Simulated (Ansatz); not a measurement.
Input for Ansatz (plane-wave DFT), Hg:

```yaml
crystal:
  lattice:
    - [3.3834873764, 0.0, 0.0]
    - [1.6901280766, 2.9436480188, 0.0]
    - [0.0087720579, 1.878230948, 8.6180220157]
  atoms:
    - { symbol: Hg, position: [0.5, 0.0, 0.0] }
total_charge: 0.1
basis: {}
kpoints:
  mp_grid: { grid: [2, 2, 1] }
hamiltonian:
  xc: pbesol
scf:
  occupations: { method: tetrahedron_uncorrected }
  n_extra_bands: 5
output:
  forces: true
  stress: true
  eigenvalues: true
```

Command:

```bash
ansatz run input.yaml --threads 1 --pin off --max-ram 1331MiB --backend cpu --events-out ev --progress --plain --runs-dir out
```

Output, shortened (HF is the Harris–Foulkes energy, dr2 the density residual in eV):

```text
scf.n_extra_bands = 5 over 10 filled bands (N_el = 19.9): the run solves 15 bands
Pseudopotential: Hg, paw, valence charge 20, recommended cutoff 420 eV (normal)
Crystal: 1 atom, lattice volume = 85.834 Å³
Basis set: ecut = 420 eV, 1699 PW (Γ), exchange–correlation on 48×48×120 points (8 copies of the dense FFT grid, shifted against one another)
Bands: 15, of which v1, the nominal top of the filled ones, is band 10 counted from 1 (9 counted from 0)
Symmetry: 2 space group operations
Space group: P-1 (ITA 2), of the structure as read, at distance tolerance 4.4e-5 Å
k-points: 4
PAW frozen core: Hg, regenerated for the run's functional, and the local potential with it (the file was generated under x = pbe(κ = 0.804, μ = 0.2195), c = pbe(β = 0.0667))
Initial density: superposition of atomic densities (neutral atoms scaled as one to the charged cell's electrons: chi_scale 0, normalization atom), corrected by the library's trained network
SCF iter   1: HF=-13666.370381 eV  Δρ=2.19e-2  dr2=5.39e-1
SCF iter   2: HF=-13666.213986 eV  Δρ=8.56e-3  dr2=1.08e-1
SCF iter   3: HF=-13666.191122 eV  Δρ=2.40e-3  dr2=3.52e-3
SCF iter   4: HF=-13666.193335 eV  Δρ=2.33e-4  dr2=4.14e-5
SCF iter   5: HF=-13666.193402 eV  Δρ=3.13e-5  dr2=7.21e-7
SCF iter   6: F=-13666.193402 eV  HF=-13666.193402 eV  Δρ=3.22e-6  dr2=8.37e-9
SCF 1 converged in 6 iterations: F = -13666.193402 eV  dr2 = 8.37e-9
SCF converged after 6 iterations
Free energy (F): -13666.193402 eV
E sigma→0 (E₀):  -13666.193402 eV
Fermi energy:    -0.391820 eV
--- Forces (eV/Å), atoms counted from 1 ---
  atom   1  Hg     0.00000000     0.00000000     0.00000000
--- Stress (GPa, compression-positive) ---
        8.732812      -0.160823       0.000070
       -0.160823       9.496509      -0.006102
        0.000070      -0.006102      -0.095759
  P = ⅓ Tr σ = 6.0445 GPa (60.445 kbar)
```

The inputs are trials, many of them unsound on purpose. Their numbers show the effect of the settings and aren't properties of the material. The charged cell sits in a uniform compensating background.